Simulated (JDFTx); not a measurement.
ZnS: single point with PBEsol

**The experiment to reproduce.**

“Electronic, vibrational, and thermodynamic properties of ZnS (zincblende and rocksalt structure)”, 2009, arxiv:0911.5022 quotes, for a bulk crystal of ZnS at 19 K: band gap 3.85 eV (direct).

ZnS:

```
Zn S
1.0
     0.00000    2.70200    2.70200
     2.70200    0.00000    2.70200
     2.70200    2.70200    0.00000
Zn S
1 1
Direct
  0.75000 0.75000 0.75000
  0.00000 0.00000 0.00000
```

```
Program             : JDFTx 1.7.0 (patched build)
Task                : single point
Functional          : PBEsol
Potentials or basis : PseudoDojo-SR-PBEsol-0.4.1-standard with smoothed tails
Cutoff              : 1143 eV
Density cutoff      : 9143 eV
k mesh              : 9 × 9 × 9
Occupations         : fermi-dirac, width 0.05 eV
Spin                : no spin polarisation
```

| Item | Value |
| --- | --- |
| Pressure | -2.0 GPa |
| Band gap on the k mesh | 1.98 eV, direct |

Levels at points of the mesh, in eV from the valence-band top:
```
           k point  band 11  band 12  band 13  band 14  band 15  band 16
(0.00, 0.00, 0.00)     0.00     0.00     0.00     1.98     6.28     6.28
```

It took 2 min on 1 thread of AMD EPYC 7R43 64-Core Processor (Zen 3), on a shared host, peak memory 0.15 GiB.

Against the measured gap of ZnS, 3.85 eV (direct; 19 K; quoted in “Electronic, vibrational, and thermodynamic properties of ZnS (zincblende and rocksalt structure)”, 2009, arxiv:0911.5022), the calculated 1.98 eV is off by -1.87 eV. The value is that of PBEsol, without temperature or zero-point motion. Semilocal functionals fall short of measured gaps as a rule.
